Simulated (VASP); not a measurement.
Crystal: Al2O3.

```xyz
10
Lattice="2.7482 0.0000 4.3310 -1.3741 2.3800 4.3310 -1.3741 -2.3800 4.3310" Properties=species:S:1:pos:R:3 pbc="T T T"
Al    0.0000    0.0000    4.5761
Al    0.0000    0.0000    1.9204
Al    0.0000    0.0000    8.4169
Al    0.0000    0.0000   11.0726
O     1.2627   -0.7290    3.2483
O    -1.2627   -0.7290    3.2483
O     0.0000    1.4580    3.2483
O    -1.2627    0.7290    9.7447
O     1.2627    0.7290    9.7448
O     0.0000   -1.4580    9.7448
```

The cell was built by a generator and needn't be a form met in nature.

Base run:

```yaml
Program: VASP 6.6.1
Functional: PBE
Potentials_or_basis: VASP PAW PBE potentials, release 64 (Al, O)
Cutoff: 520 eV
k_mesh: 4 × 4 × 4
Occupations: fermi-dirac, width 0.05 eV
Spin: no spin polarisation
```

Its results: band gap on the k mesh 6.22 eV, direct; pressure 7.3 GPa; largest force 0.028 eV/Å.

The run is repeated on the same cell with these changes: functional from PBE to PBEsol. What comes out?

Band gap on the k mesh 6.13 eV, direct; pressure 1.9 GPa; largest force 0.051 eV/Å.

PBEsol binds more tightly than PBE, so the same cell stands under less pressure.

Caveats: the PAW data sets were made with another functional, which shifts forces and pressure a little (some runs).

